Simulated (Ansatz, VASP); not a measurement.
# GaN in VASP and in Ansatz

Contents of INCAR:

```
SYSTEM = GaN
PREC = Accurate
ENCUT = 520
EDIFF = 1E-6
ISMEAR = 0
SIGMA = 0.05
LREAL = .FALSE.
LASPH = .TRUE.
NELM = 80
ALGO = Normal
ISIF = 2
LWAVE = .FALSE.
LCHARG = .FALSE.
GGA = PE
NBANDS = 16
```

Contents of KPOINTS:

```
regular mesh
0
G
  10 10 10
  0 0 0
```

The input POSCAR:

```
GaN
1.0
    0.0000000000      2.2742384873      2.2742384873
    2.2742384873      0.0000000000      2.2742384873
    2.2742384873      2.2742384873      0.0000000000
Ga N
1 1
Direct
    0.0000000000      0.0000000000      0.0000000000
    0.7690398986      0.7436533671      0.7436533671
```

Input for Ansatz:

```yaml
crystal:
  lattice:
    - [0.0, 2.2742384873, 2.2742384873]
    - [2.2742384873, 0.0, 2.2742384873]
    - [2.2742384873, 2.2742384873, 0.0]
  atoms:
    - { symbol: Ga, position: [0.0, 0.0, 0.0] }
    - { symbol: "N", position: [0.7690398986, 0.7436533671, 0.7436533671] }
basis:
  ecutwfc: 420
kpoints:
  mp_grid: { grid: [10, 10, 10] }
hamiltonian:
  xc: pbe
scf:
  occupations: { method: gaussian, width: 0.05 }
output:
  forces: true
  stress: true
  eigenvalues: true
```

Change from the starting cell: all N atoms moved -0.050 Å, as atom 2 towards its neighbour atom 1 (Ga) at 1.970 Å.

Alike in both runs: task single point; functional PBE; k mesh 10 × 10 × 10; occupations gaussian, width 0.05 eV; no spin polarisation.

```csv
,VASP,Ansatz
version,VASP 6.6.1,Ansatz 0.2.0
potentials or method,"VASP PAW PBE potentials, release 64 (Ga_d, N)","scalar-relativistic, plane waves, PAW"
plane-wave cutoff (eV),520,420
valence electrons in the cell,18,18
```

|  | VASP | Ansatz | Ansatz less VASP |
| --- | --- | --- | --- |
| gap on the k mesh at the Fermi level (eV) | 1.44 | 1.44 | -0.005 |
| least direct gap on the mesh (eV) | 1.44 | 1.44 | -0.005 |
| pressure (GPa) | 0.3 | 0.2 | -0.10 |
| largest component of the traceless stress (GPa) | 1.20 | 1.23 | +0.026 |
| rms of the force components (eV/Å) | 0.287 | 0.291 | +0.0034 |

Atom by atom the forces differ by 0.003 eV/Å (rms over components).
